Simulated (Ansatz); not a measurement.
# GePt (model cell, started as wurtzite): from the cell to its phonons, part 2 of 2

Wanted: phonon frequencies of GePt (model cell, started as wurtzite) and what follows from them.

Ansatz 0.2.0; DFT PBE, scalar-relativistic, plane waves, PAW.

So far. Step 3 (Relaxing to small forces for the phonons): The largest force component left is 0.44 meV/Å and the pressure is 0.001 GPa, within the tolerances set. The cell now holds 22.32 Å³/atom. The relaxed cell has a = 3.928, c = 6.681 Å (conventional setting).

The structure was built from a prototype and need not be the compound's stable phase.

## (4) Linear response at the zone centre

The zone centre comes first: it holds the modes that light can see, as far as symmetry allows. No field response is asked, since the mesh shows no gap.

input.yaml

```yaml
crystal:
  lattice:
    - [3.9283139825, 2.8143e-06, 0.0]
    - [-1.9641594285, 3.4020182958, 0.0]
    - [0.0, 0.0, 6.680801802]
  atoms:
    - { symbol: Pt, position: [0.3333333333, 0.6666666667, 0.0037945852] }
    - { symbol: Pt, position: [0.6666666667, 0.3333333333, 0.5037945852] }
    - { symbol: Ge, position: [0.3333333333, 0.6666666667, 0.3712054148] }
    - { symbol: Ge, position: [0.6666666667, 0.3333333333, 0.8712054148] }
kpoints:
  mp_grid: { grid: [12, 12, 6] }
hamiltonian:
  xc: pbe
scf:
  occupations: { method: methfessel_paxton, width: 0.2 }
output:
  eigenvalues: true
phonons:
  method: dfpt
```

The run is started by

```sh
> ansatz run input.yaml --threads 4 --pin off --max-ram 7168MiB --backend cpu --events-out ev --progress --plain --runs-dir out
```

Numbers of over 12 decimals in the logs are rounded to 6 here.

Log:

```text
[...]
Crystal: 4 atoms, lattice volume = 89.284 Å³
Basis set: ecut = 420 eV, 1763 PW (Γ), exchange–correlation on 54×54×96 points (8 copies of the dense FFT grid, shifted against one another)
Bands: 39, of which v1, the nominal top of the filled ones, is band 32 counted from 1 (31 counted from 0)
Symmetry: 12 space group operations
k-points: 242 of 864 (irreducible under 2 space group operations, time reversal used)
[...]
SCF iter   1: F=—  HF=-33636.782124 eV  |F-HF|=—  |Δ(HF+E_count)|=         —  Δρ=2.43e-3  dr2=1.55e-3  ethr=1.77e-3  ⟨swp⟩=5.2  Hψ=33521  notcnv=0
[...]
SCF iter   9: F=-33636.784528 eV  HF=-33636.784528 eV  |F-HF|=0.00e0  |Δ(HF+E_count)|=  4.37e-11  S|Δr|=    0.00e0  Δρ=6.20e-8  dr2=2.99e-12  ethr=1.00e-12  ⟨swp⟩=9.7  Hψ=42048  notcnv=0
SCF 1 converged in 9 iterations: F = -33636.784528 eV  dr2 = 2.99e-12
[...]
DFPT response loops at Γ: preconditioner auto → Kerker (q_TF=auto, 2.581 Å⁻¹) (partly filled bands, converged f_vac=0.045); β = 1.00, the filter's whole step (`scf.mixing.beta` (0.50) is not read by the response loops under this deck's `scf.mixing.preconditioner`; to damp them name `kerker` or `kerker_dos`, under which they read `scf.mixing.beta`, and type it under 1.00, their step now; both keys bind the ground state too); Broyden in place of MSR1
SCF converged after 9 iterations
[...]
Free energy (F): -33636.784528 eV
[...]
Internal energy: -33636.783991 eV  (E = F + TS)
E sigma→0 (E₀):  -33636.784394 eV
Entropy (-TS):   -0.000536 eV (-0.134 meV/atom)
Fermi energy:    11.310274 eV
Step filling:    the computed levels leave a gap of 0.0000 eV = 0.0 smearing widths at the electron count; against every level under it full and every level over it empty, smearing changes F+E_penalty+E_count by -0.577 meV and its σ→0 estimate by -0.443 meV
[...]
--- Band table (eV; the first three rows and the last of 242) ---
  k-point 0: bands = [... 28 lower, 8.6006, 8.6006, 8.8891, 14.6499, 14.6499, 15.6531, 16.4842, 16.8423, ... 3 higher]
  k-point 1: bands = [... 28 lower, 8.5859, 8.5859, 9.3560, 14.7570, 14.7570, 14.8329, 16.7830, 16.7830, ... 3 higher]
  k-point 2: bands = [... 28 lower, 8.5367, 8.5367, 10.4649, 13.4245, 15.0725, 15.0725, 16.1861, 16.1861, ... 3 higher]
  k-point 241: bands = [... 28 lower, 8.8292, 8.8292, 9.9529, 9.9529, 11.7126, 11.7126, 13.1596, 13.1596, ... 3 higher]
--- Phonons (Γ-DFPT): 4 representative perturbations + reference, on 242 of 864 k-points (Σ response iterations 14) ---
  k mesh reduced under 2 symmetry operations, with k and −k counted as one. Each operation leaves every solved perturbation unchanged. A smaller set is not used because it would not reduce the number of displacements times k-points to solve
  ASR residual: 9.565e-5 → 0.000e0 eV/Å²; symmetrization residual: 3.069e-4 eV/Å²
  ASR residual per site (eV/Å²): 6.25e-5 6.25e-5 9.56e-5 9.56e-5
  Γ frequencies (cm⁻¹): 0.00 0.00 0.00 11.00 11.00 113.27 202.96 209.80 209.80 216.01 216.01 221.96
  non-analytic LO–TO correction: not included (Born effective charges unavailable; polar crystals: no LO–TO splitting at Γ)
```

Run time: 2.2 min. Hardware: 4 threads of Arm Neoverse V1, shared host; peak memory 2.5 GiB.

Numbers from this step:

- sum-rule residual before enforcement: 9.56e-5 eV/Å²
- point group: 6mm
- highest optical mode at the zone centre (no LO-TO term): 222.0 cm⁻¹
- lowest optical zone-centre mode: 11 cm⁻¹

Patterns of degenerate modes are one choice out of their space. Modes at Γ, with each element's share of the kinetic energy:

```csv
mode,frequency (cm⁻¹),symmetry,Pt %,Ge %
1,0.0,acoustic,73,27
2,0.0,acoustic,73,27
3,0.0,acoustic,73,27
4,11.0,E2,71,29
5,11.0,E2,71,29
6,113.3,B1,92,8
7,203.0,B1,8,92
8,209.8,E2,29,71
9,209.8,E2,29,71
10,216.0,E1,27,73
11,216.0,E1,27,73
12,222.0,A1,27,73
```

Displacements in mode 6 (113.3 cm⁻¹), the largest set to 1:
```
Pt1  0.00  0.00  1.00
Pt2  0.00  0.00 -1.00
Ge3  0.00  0.00  0.50
Ge4  0.00  0.00 -0.50
```

Displacements in mode 10 (216.0 cm⁻¹), the largest set to 1:
```
Pt1 -0.37  0.00  0.00
Pt2 -0.37  0.00  0.00
Ge3  1.00  0.00  0.00
Ge4  1.00  0.00  0.00
```

Before it was imposed, the acoustic sum rule was missed by 9.6e-5 eV/Å². Small misses are needed for a sound result but don't prove that mesh and cutoff are converged. The lowest optical mode is real, 11.0 cm⁻¹.

## (5) The dispersion

Stability and thermal properties need the whole zone. Linear response on a 2×2×2 q mesh gives force constants as far as a supercell of that size would.

input.yaml: that of step 4 with these lines changed.

```diff
@@ -20 +20,9 @@
   method: dfpt
+  qmesh: [2, 2, 2]
+  temperatures: { t_max: 1000, t_step: 50 }
+  qpath:
+    path:
+      - [[0.0, 0.0, 0.0], [0.5, 0.0, 0.0], [0.33333333, 0.33333333, 0.0], [0.0, 0.0, 0.0], [0.0, 0.0, 0.5], [0.5, 0.0, 0.5], [0.33333333, 0.33333333, 0.5], [0.0, 0.0, 0.5]]
+      - [[0.5, 0.0, 0.5], [0.5, 0.0, 0.0]]
+      - [[0.33333333, 0.33333333, 0.5], [0.33333333, 0.33333333, 0.0]]
+    npoints: 10
```

Log:

```text
Warning: phonons: the dynamical matrix that this run interpolates holds no multipole term above the dipole-dipole one, and a site of this crystal is no centre of inversion, so its interpolated transverse optical and acoustic branches and sound speeds can stay off near Gamma, and the density of states and the thermodynamics with them. What a run solves at a wave vector of phonons.qpoints, Gamma apart, where the deck admits one, is free of this, and under fd what a larger phonons.supercell samples
[...]
Crystal: 4 atoms, lattice volume = 89.284 Å³
Basis set: ecut = 420 eV, 1763 PW (Γ), exchange–correlation on 54×54×96 points (8 copies of the dense FFT grid, shifted against one another)
Bands: 39, of which v1, the nominal top of the filled ones, is band 32 counted from 1 (31 counted from 0)
Symmetry: 12 space group operations
k-points: 76 of 864 (time reversal used)
[...]
SCF iter   1: F=—  HF=-33636.782106 eV  |F-HF|=—  |Δ(HF+E_count)|=         —  Δρ=2.43e-3  dr2=1.54e-3  ethr=1.77e-3  ⟨swp⟩=5.2  Hψ=10506  notcnv=0
[...]
SCF iter   9: F=-33636.784528 eV  HF=-33636.784528 eV  |F-HF|=2.18e-11  |Δ(HF+E_count)|=  2.91e-11  S|Δr|=    0.00e0  Δρ=6.27e-8  dr2=3.11e-12  ethr=1.00e-12  ⟨swp⟩=9.7  Hψ=13431  notcnv=0
SCF 1 converged in 9 iterations: F = -33636.784528 eV  dr2 = 3.11e-12
[...]
SCF iter   6: F=-33636.784528 eV  HF=-33636.784528 eV  |F-HF|=7.28e-12  |Δ(HF+E_count)|=  1.46e-11  S|Δr|=    0.00e0  Δρ=8.71e-9  dr2=7.28e-14  ethr=1.00e-12  ⟨swp⟩=2.5  Hψ=6046  notcnv=0
SCF 2 converged in 6 iterations: F = -33636.784528 eV  dr2 = 7.28e-14
[...]
phonons: the bands overlap, so this run is a metal and interpolates without the dipole-dipole term. If the crystal is really an insulator or semiconductor, its LO-TO splitting is missing
NSCF: frozen V_eff on 76 k-points
WARN: eigensolver did not converge (k=3): 1 band(s) unlocked after 20 sweeps at ethr=1.84e-12 eV (storage-precision floor; scheduled 1.00e-12 eV) (lowest unlocked band 38, counted from 0; max residual 5.72e-6 eV among the unlocked bands, 5.72e-6 eV over every band; other slots of this pass that fall short are told together in one closing line; warning suppressed until the next SCF loop or pass starts)
[...]
DFPT response loops at q = (0, 0, 0) (fractional): preconditioner auto → Kerker (q_TF=auto, 2.581 Å⁻¹) (partly filled bands, converged f_vac=0.045); β = 1.00, the filter's whole step (`scf.mixing.beta` (0.50) is not read by the response loops under this deck's `scf.mixing.preconditioner`; to damp them name `kerker` or `kerker_dos`, under which they read `scf.mixing.beta`, and type it under 1.00, their step now; both keys bind the ground state too); Broyden in place of MSR1
[...]
SCF converged after 9 iterations
[...]
Free energy (F): -33636.784528 eV
[...]
Internal energy: -33636.783991 eV  (E = F + TS)
E sigma→0 (E₀):  -33636.784394 eV
Entropy (-TS):   -0.000536 eV (-0.134 meV/atom)
Fermi energy:    11.310274 eV
[...]
--- Band table (eV; the first three rows and the last of 76) ---
  k-point 0: bands = [... 28 lower, 8.6006, 8.6006, 8.8891, 14.6499, 14.6499, 15.6531, 16.4842, 16.8423, ... 3 higher]
  k-point 1: bands = [... 28 lower, 8.5859, 8.5859, 9.3560, 14.7570, 14.7570, 14.8329, 16.7830, 16.7830, ... 3 higher]
  k-point 2: bands = [... 28 lower, 8.5367, 8.5367, 10.4649, 13.4245, 15.0725, 15.0725, 16.1861, 16.1861, ... 3 higher]
  k-point 75: bands = [... 28 lower, 8.8407, 8.8407, 9.8261, 9.8261, 10.9516, 10.9516, 13.2772, 13.2772, ... 3 higher]
--- Phonons (Γ-DFPT): 4 representative perturbations + reference (Σ response iterations 14) ---
  ASR residual: 6.990e-5 → 0.000e0 eV/Å²; symmetrization residual: 2.665e-5 eV/Å²
  ASR residual per site (eV/Å²): 6.99e-5 6.99e-5 5.10e-5 5.10e-5
[...]
--- Phonons (arbitrary-q DFPT): 4 irreducible q on the 2×2×2 mesh ---
  q = [0.0000, 0.0000, 0.0000] (star 1, of the zone-centre solve; hermiticity 5.20e-6, symmetrization 2.38e-7): -0.00 -0.00 0.00 11.01 11.01 113.27 202.96 209.80 209.80 216.00 216.00 221.96
  q = [0.0000, 0.0000, -0.5000] (star 1, 4 solved perturbations in 1072 linear systems a pass and spin channel, the states on 436 of 864 k-point pairs; hermiticity 1.98e-6, symmetrization 1.25e-6): 8.60 8.60 8.60 8.60 76.89 76.89 213.62 213.62 213.62 213.62 220.43 220.43
[...]
sum rule: each row above includes the acoustic sum rule's correction from the zone centre's row sums; it moved no ω² by more than (0.44 cm⁻¹)²
  mesh force constants: q→R imaginary residual 8.64e-18; ASR residual 6.990e-5 → 0.000e0 eV/Å²; symmetrization residual 2.683e-15 eV/Å²
  interpolated dispersion: 93 rows × 12 modes
  density of states and harmonic sums: on the 18×18×10 q-mesh, interpolated from the force constants of a 2×2×2 supercell (no non-analytic term)
  largest difference from the sums on the solved wave vectors: F 5.87e-2 eV, S 8.26e-5 and C_V 1.31e-5 eV/K
  zero-point energy: 0.093745 eV/cell   skipped modes (ω ≤ 0): 363, of them read as no rigid motion or as one in doubt: 360 (1.722e0 modes/cell left out, lowest -26.34 cm⁻¹)   left out of the sums: 1.44e-1 of the cell's modes: C_V's classical limit lies that fraction below 3 k_B per atom; for a crystal, a wire or a layer, F and S can be off by more, and a phonons.interpolated_qmesh denser along its periods is the remedy for the sampling
```

Wall time 13 min (4 threads); peak memory 3.4 GiB.

This step gave:

| Item | Value |
| --- | --- |
| sum-rule residual before enforcement | 6.99e-5 eV/Å² |
| lowest frequency on the path | -26.47 cm⁻¹ |
| highest frequency on the path or at a solved wavevector | 222.8 cm⁻¹ |
| lowest optical zone-centre mode | 11.01 cm⁻¹ |
| lowest mode on the q mesh (acoustic modes at Γ apart) | -21.76 cm⁻¹ |

Frequencies (cm⁻¹) solved at each irreducible wavevector; negative means imaginary. Frequencies by wavevector, by row:

```csv
q in reciprocal lattice units,star,mode 1,mode 2,mode 3,mode 4,mode 10,mode 11,mode 12
0 0 0,1,0,0,0,11,216,216,222
0 0 -0.5,1,8.6,8.6,8.6,8.6,213.6,220.4,220.4
0 -0.5 0,3,-21.8,-19.9,15.2,17.9,211.2,212,215.3
0 -0.5 -0.5,3,-5.6,-5.6,11.9,11.9,207.1,213.1,213.1
```

Interpolated from a 2×2×2 q mesh, rough between the solved points. The phonon branches at the labelled points (cm⁻¹):

```csv
point,branch 1,branch 2,branch 3,branch 4,branch 9,branch 10,branch 11,branch 12
Γ,0,0,0,11,210,216,216,222
halfway,-18,-14,16,27,208,214,214,221
M,-22,-20,15,18,211,211,212,215
halfway,-24,-17,22,38,204,210,212,220
K,-18,-18,34,42,207,207,212,222
halfway,-22,-20,17,37,207,209,218,220
Γ,0,0,0,11,210,216,216,222
halfway,5,5,10,10,211,215,215,223
A,9,9,9,9,214,214,220,220
halfway,11,11,23,23,210,210,218,218
L,-6,-6,12,12,207,207,213,213
halfway,-19,-19,32,32,208,208,215,215
H,-21,-21,39,39,207,207,216,216
halfway,-11,-11,30,30,209,209,217,217
A,9,9,9,9,214,214,220,220
jump to L,-6,-6,12,12,207,207,213,213
halfway,-19,-14,15,17,210,210,212,215
M,-22,-20,15,18,211,211,212,215
jump to H,-21,-21,39,39,207,207,216,216
halfway,-20,-20,35,41,207,207,213,220
K,-18,-18,34,42,207,207,212,222
```

Tetrahedra on a 18×18×10 mesh, mean over bins of 2 cm-1. Interpolated from a 2×2×2 q mesh, rough between the solved points. The phonon density of states by wavenumber; read off at these points:

```csv
wavenumber (cm⁻¹),phonon density of states (1/cm⁻¹/cell)
-27,7.8e-4
-21,0.102
-17,0.158
-13,0.0704
-7,0.0337
1,0.0190
7,0.0283
13,0.0630
15,0.0893
21,0.0634
27,0.0833
33,0.0649
41,0.0376
47,0.00267
55,0.00397
61,0.00532
67,0.00703
75,0.0102
81,0.0140
87,0.0193
95,0.0344
101,0.0491
109,0.0551
115,0.0736
117,0.0814
121,0
129,0
135,0
141,0
149,0
155,0
163,0
169,0
175,0
183,0
189,0
195,0
203,0.257
207,0.436
209,0.400
215,0.322
217,0.267
223,0.0401
```

The partial phonon density of states has structure finer than the step of the table below, so its rows give means over 10 cm⁻¹, whole bins alone (the curve runs from -36.5 to 239 cm⁻¹). Peaks (cm⁻¹: height): Ge -17.4: 0.0408, 208.2: 0.272; Pt -17.4: 0.0839, 26.0: 0.0553, 116.2: 0.0711, 208.2: 0.0987.

Phonopy on the run's constants, 17x17x9 mesh, Gaussian sigma 2.0 cm-1. Interpolated from a 2×2×2 q mesh, rough between the solved points. Partial phonon density of states against wavenumber; means over each step; values in 1/cm⁻¹/cell:

```csv
wavenumber (cm⁻¹),Ge,Pt
-30,0.00291,0.00543
-20,0.0325,0.0647
-10,0.0184,0.0401
0,0.00461,0.0108
10,0.0150,0.0357
20,0.0198,0.0474
30,0.0200,0.0500
40,0.00938,0.0259
50,8.4e-4,0.00269
60,0.00118,0.00417
70,0.00168,0.00672
80,0.00234,0.0109
90,0.00354,0.0209
100,0.00505,0.0412
110,0.00368,0.0557
120,8.0e-4,0.0359
130,0,3.1e-5
140,0,0
150,0,0
160,0,0
170,0,0
180,0,0
190,7.1e-4,1.1e-4
200,0.114,0.0289
210,0.230,0.0787
220,0.112,0.0336
230,0.00167,5.3e-4
```

Symmetry leaves 4 wavevectors to solve. The lowest mode among them, the acoustic zeros apart, lies at q = (0, -0.5, 0) and is imaginary, 21.8i cm⁻¹, so the energy falls along it. Between them the interpolated path dips to 26i cm⁻¹.

## (6) Another isotope

An isotope changes the mass and not the force constants, so no new electronic calculation is needed; the shifts show which modes move this element.

The same force constants with the mass of Ge changed from 72.630 to 75.921 u (phonopy, no LO-TO term). Both lists are sorted by frequency; levels can cross, so a row need not hold one and the same mode. Modes under 3 cm⁻¹ are left out. Isotope shifts, by row, the first 40 of 45 rows:

```csv
q,rank,natural mass (cm⁻¹),changed mass (cm⁻¹)
0 0 0,4,11.01,10.94
0 0 0,5,11.01,10.94
0 0 0,6,113.3,113
0 0 0,7,203,198.9
0 0 0,8,209.8,206.6
0 0 0,9,209.8,206.6
0 0 0,10,216,212.6
0 0 0,11,216,212.6
0 0 0,12,222,218.4
0 0 -0.5,1,8.6,8.54
0 0 -0.5,2,8.6,8.54
0 0 -0.5,3,8.6,8.54
0 0 -0.5,4,8.6,8.54
0 0 -0.5,5,76.89,76.55
0 0 -0.5,6,76.89,76.55
0 0 -0.5,7,213.6,210.3
0 0 -0.5,8,213.6,210.3
0 0 -0.5,9,213.6,210.3
0 0 -0.5,10,213.6,210.3
0 0 -0.5,11,220.4,216.6
0 0 -0.5,12,220.4,216.6
0 -0.5 0,1,-21.76,-21.58
0 -0.5 0,2,-19.9,-19.75
0 -0.5 0,3,15.2,15.1
0 -0.5 0,4,17.88,17.76
0 -0.5 0,5,97.11,96.86
0 -0.5 0,6,119.3,119.3
0 -0.5 0,7,202.2,199.4
0 -0.5 0,8,203,200
0 -0.5 0,9,211.2,206.7
0 -0.5 0,10,211.2,207.7
0 -0.5 0,11,212,208.7
0 -0.5 0,12,215.3,211.4
0 -0.5 -0.5,1,-5.58,-5.54
0 -0.5 -0.5,2,-5.58,-5.54
0 -0.5 -0.5,3,11.91,11.83
0 -0.5 -0.5,4,11.91,11.83
0 -0.5 -0.5,5,108.1,107.9
0 -0.5 -0.5,6,108.1,107.9
0 -0.5 -0.5,7,206.1,202.9
```

A mode of this element alone would shift by -2.19 %. The highest zone-centre frequency without the field goes from 222.0 to 218.4 cm⁻¹ (-1.6 %).

## (7) Outcome

```
space group after relaxation (within 0.01 Å)            : P6_3mc
volume per atom                                         : 22.3 Å³
electronic character                                    : no gap on this mesh
highest optical mode at the zone centre (no LO-TO term) : 222 cm⁻¹
lowest optical zone-centre mode                         : 11.0 cm⁻¹
lowest mode on the q mesh (acoustic modes at Γ apart)   : -21.8 cm⁻¹
highest frequency on the path or at a solved wavevector : 223 cm⁻¹
imaginary modes on the 2×2×2 q mesh                     : yes
```

What this shows: Modes are clearly imaginary (beyond 10i cm⁻¹) at 1 of the 4 irreducible wavevectors, most at q = (0, -0.5, 0) (21.8i cm⁻¹), so this structure is not a minimum of the energy. The optical modes at Γ span 11 to 222 cm⁻¹. The highest mode in this list at Γ, 222.0 cm⁻¹, is mostly motion of Ge (73 % of the kinetic energy). The q mesh stands for a supercell only 7.9 Å across, so branches between the solved wavevectors are rough. With no gap, or one that is small against the smearing, the frequencies hang on the k mesh and the smearing, most of all near Kohn anomalies. An optical mode within 15 cm⁻¹ of zero is at the mercy of small errors in the force constants, and even its sign is uncertain. Spin-orbit coupling is left out, which can matter for the heavy elements here. A phonon run warned that its eigensolver left some bands unconverged in a pass. The starting cell was built on a prototype and not taken from a measurement, so the phase need not exist. These are harmonic frequencies at zero temperature: anharmonic shifts, linewidths and thermal expansion are left out.

[Logs are printed without paths, hosts, clocks, repeated set-up lines and the standing remarks that a program may print on its own settings, such as how far it seeks lower states.]

[Hosts, paths, dates, database ids (printed as entryN), source tags and the programs' standing remarks are cut or masked in the printed files.]
